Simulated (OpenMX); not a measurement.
SrVO3:

```
Sr V O
1.0
     3.84090    0.00000    0.00000
     0.00000    3.84090    0.00000
     0.00000    0.00000    3.84090
Sr V O
1 1 3
Direct
  0.50000 0.50000 0.50000
  0.00000 0.00000 0.00000
  0.00000 0.00000 0.50000
  0.00000 0.50000 0.00000
  0.50000 0.00000 0.00000
```

Base run:

| Property | Result |
| --- | --- |
| Program | OpenMX 3.8.5 |
| Functional | PBE |
| Potentials or basis | OpenMX 2013 PBE set, Sr10.0-s3p2d2, V6.0-s3p2d2, O6.0-s2p2d1, grid cutoff 400 Ry |
| k mesh | 7 × 7 × 7 |
| Occupations | fermi-dirac, width 0.05 eV |
| Spin | collinear spin, ferromagnetic start |
| Starting moments | [0.0, 2.0, 0.0, 0.0, 0.0] μB |

Its results: pressure 1.4 GPa; net moment 0.00 μB per cell.

Q: The run is repeated on the same cell with these changes: functional from PBE to LDA; potentials or basis from OpenMX 2013 PBE set, Sr10.0-s3p2d2, V6.0-s3p2d2, O6.0-s2p2d1, grid cutoff 400 Ry to OpenMX 2013 LDA set, Sr10.0-s3p2d2, V6.0-s3p2d2, O6.0-s2p2d1, grid cutoff 400 Ry. What comes out?

A: Pressure -11.2 GPa; net moment 0.00 μB per cell.

Caveats: the basis of atomic orbitals isn't converged, which shifts pressures, moduli and gaps.
